Stretch every length in a metal by the same factor, electron clouds included, and its density $n$ stays exactly as uneven as it was. The measure of unevenness is the reduced gradient

$$s=\frac{|\nabla n|}{2k_{\mathrm F}n},\qquad k_{\mathrm F}=(3\pi^2 n)^{1/3},$$

which compares the distance over which the density changes with the electrons' own wavelength, and both lengths stretch alike. Real atoms do not swell in step with their cell, however. As the cell grows, the tails of neighbouring atoms overlap less, the density between them thins, and $s$ tends to rise. An approximation for exchange and correlation that lowers the energy of uneven densities will therefore push the cell outward.

The tail of a hydrogen atom shows this in its simplest form. There the density falls exponentially, so $|\nabla n|/n$ is constant and $s$ grows as $n^{-1/3}$: where the density is eight times thinner, $s$ is twice as large. Molybdenum is only partly like this. Midway between two neighbours the gradients from both sides cancel, and its 4d electrons form bands. The comparison gives the direction of the change on the flanks of the atoms, not its size in the metal.

The table shows this push for body-centred cubic molybdenum, held at one fixed cell and treated with five density functionals. The pressure is $P=-\mathrm dE/\mathrm dV$, the fall of the energy $E$ as the volume $V$ grows. A negative value means that the functional would shrink the cell, a positive one that it would expand it.

GPAW 26.7.0, plane-wave PAW density-functional calculations of body-centred cubic Mo at a fixed cell of 15.89 Å³ per atom, without spin polarisation, spin–orbit coupling or dispersion correction. Cutoff 600 eV, 12 × 12 × 12 k-point mesh, Fermi–Dirac smearing of 0.05 eV; pressure is positive when the cell is under compression.

```csv
functional,potentials,pressure (GPa)
LDA,GPAW-PAW-data-sets-(gpaw-data-1.2.1),-15.030
PBE,GPAW-PAW-data-sets-(gpaw-data-1.2.1),-2.220
PBEsol,PAW-data-sets-made-by gpaw-setup-for-the-functional,-9.970
revPBE,GPAW-PAW-data-sets-(gpaw-data-1.2.1),0.480
r2SCAN,GPAW-PAW-data-sets-(gpaw-data-1.2.1),-3.600
```

LDA stands at the bottom because it treats each point as part of a uniform electron gas and gives no credit for unevenness. This is its well-known overbinding. PBE adds gradient terms and raises the pressure by 12.81 GPa. PBEsol, which has gradient terms too, achieves only about 40% of that step, while revPBE goes about 20% beyond it. The task is to explain why functionals of the same mathematical form differ so much.

Their gradient terms contain two opposing parts. Exchange becomes stronger where the density is uneven, which lowers the energy and pushes the cell outward. Correlation becomes weaker there, which raises the energy and pulls the cell inward. The pressure registers the difference between the two, so a modest change in either part can alter the result a good deal.

In all three functionals exchange is multiplied by the same kind of factor,

$$F(s)=1+\kappa-\frac{\kappa}{1+\mu s^2/\kappa},$$

where $\mu$ sets how fast exchange grows at small gradients and $\kappa$ sets the ceiling that it approaches at large ones. If only $s$ changes as the cell grows, and by the same amount for each functional, the outward push is proportional to the slope of $F$ with respect to $s^2$, which is $\mu/(1+\mu s^2/\kappa)^2$. A simple model takes one representative $s$ for the whole metal, here 0.8, and the mean density of its six valence electrons. The step from LDA to PBE sets the scale in GPa, so those two rows are reproduced by construction and PBEsol and revPBE are left to be estimated.

Consider PBEsol with exchange alone. PBE has $\mu\approx0.22$, PBEsol has $\mu\approx0.12$, and both have $\kappa\approx0.80$; the unrounded ratio of the two $\mu$ is 0.56. With $s^2=0.64$ the push relative to PBE is

$$0.56\times\left(\frac{1+0.18}{1+0.10}\right)^2\approx0.64,$$

and the pressure becomes $-15.03+0.64\times12.81\approx-6.8$ GPa. The calculation gives −9.97 GPa, so exchange alone pushes too hard. Another choice of $s$ would not cure this, because in this form the ratio never falls below 0.56.

In the model, correlation supplies the missing pull. At the chosen density and $s$, the PBE formula makes the inward pull about half as strong as the outward push, so count them as 1 and 2. PBEsol cuts the push to 0.64 of its PBE value but leaves about 0.9 of the pull. The net effect relative to PBE is

$$\frac{0.64\times2-0.9\times1}{2-1}\approx0.38,$$

which gives $-15.03+0.38\times12.81\approx-10.2$ GPa, close to the computed value. In this picture PBEsol lies so far below PBE because it weakens the outward part much more than the inward one.

revPBE works from the other end. It keeps PBE's correlation and PBE's $\mu$, but raises the ceiling $\kappa$ from about 0.8 to about 1.2. Exchange therefore keeps growing where PBE's has begun to level off, and with the pull unchanged the whole gain appears in the pressure. The model gives +0.7 GPa against the computed +0.48 GPa. The electronic structure itself hardly responds: a triply degenerate level at the zone centre lies 1.26 eV below the Fermi level in both calculations, which supports reading the difference as a change in the functional rather than in the filling of the bands.

The agreement should not be given too much weight. The calculations treat 14 electrons per atom, but the model counts only the outer six. It leaves out the 4s and 4p shells beneath them, although gradient terms are expected to act there as well. The value $s=0.8$ is typical of valence electrons, but it was chosen with the computed pressures known. Moving it between 0.6 and 1.0 shifts the PBEsol estimate from about −12 to −9 GPa, though PBEsol stays between LDA and PBE and revPBE stays above PBE. If the model also lets the density thin as the cell expands, PBEsol is still matched well, but revPBE comes out at +3.2 GPa, much too high. The model thus gives the right order, as exchange alone also would, while the size of the last step depends on how the density is assumed to change; the output below gives these variants.

The PBEsol row carries a further uncertainty. Its atomic data sets, which stand in for the core electrons, were generated separately, whereas the other four rows use the distributed library. Part of its low pressure may come from that difference, and the table has no PBEsol run with library data to separate the two. The closeness of the model to this row is therefore not a clean test of the physics.

r2SCAN is the irregular member if the functionals are ranked by the information they use. It adds the kinetic-energy density to the density and its gradient, yet its pressure does not continue the rise from LDA to PBE. It falls back to −3.60 GPa, 1.38 GPa below PBE. Theory offers a plausible reason: r2SCAN is built to recover the correct response to slowly varying densities, as PBEsol is for exchange, and the extra ingredient lets it treat metallic regions differently from atomic tails. But its atomic data sets were probably made for PBE, which could produce an unknown part of so small a gap, so the cause of this row remains open.

The level of theory alone therefore does not fix the pressure. The three functionals that use only the density and its gradient span $0.48-(-9.97)=10.45$ GPa, far more than separates PBE from r2SCAN. For a neighbouring functional of the PBE form the useful question is how its exchange compares with its correlation. A smaller $\mu$ with nearly unchanged correlation should lower the pressure, and a larger $\kappa$ should raise it.

For practical use, these pressures can be read as the changes in volume, from this cell, that each functional would make. Divided by a bulk modulus of roughly 260 GPa (a recalled value), they mean that LDA would shrink this cell by about 6% and PBEsol by about 4%, whereas PBE would shrink it by less than 1%. The estimate is linear and so only indicative for the larger changes. An engineer who computes the stress of a strained molybdenum film should therefore start from the cell relaxed with the same functional; otherwise an offset of several GPa can pass for a property of the film.

Nor does a pressure near zero mark the best functional. The cell used here is roughly 2% larger in volume than that of real molybdenum, again a recalled value, so a functional that gave the real volume should show about −5 GPa. r2SCAN comes nearest to that mark, with PBE above it and PBEsol below, while revPBE, with its almost vanishing pressure, misses it by nearly 6 GPa. The mark is rough, and the calculations leave out spin-orbit coupling and the motion of the nuclei. Because that motion swells the real crystal slightly, a fair mark is expected to lie somewhat lower, so these numbers do not settle whether PBE or PBEsol is the better choice. The positive sign of revPBE is also less secure than the overall order, since no test with a finer mesh or a higher cutoff is at hand.

Numerical output:

```
Pressure and what it implies:
     row  pressure in GPa  above LDA in GPa  fraction of LDA-PBE step  rough volume change on relaxing in percent
     LDA           -15.03                 0                         0                                      -5.781
     PBE            -2.22             12.81                         1                                     -0.8538
  PBEsol            -9.97              5.06                     0.395                                      -3.835
  revPBE             0.48             15.51                     1.211                                      0.1846
  r2SCAN             -3.6             11.43                    0.8923                                      -1.385
PBE less PBEsol, GPa: 7.75
revPBE less PBE, GPa: 2.7
PBE less r2SCAN, GPa: 1.38
rough pressure expected of a functional right for the real volume, GPa: -5.2
model pressure at s 0.6 for PBEsol then revPBE, GPa: -12.3, 0.2417
model pressure at s 0.8 for PBEsol then revPBE, GPa: -10.21, 0.7465
model pressure at s 1.0 for PBEsol then revPBE, GPa: -8.789, 1.334
exchange-only pressure at s 0.8 for PBEsol then revPBE, GPa: -6.785, -0.7555
thinning variant at s 0.8 for PBEsol then revPBE, GPa: -9.924, 3.203
ratio of small-gradient exchange coefficients, PBEsol to PBE: 0.5626
depth of that level in PBE, eV: 1.263
depth of that level in revPBE, eV: 1.264
```
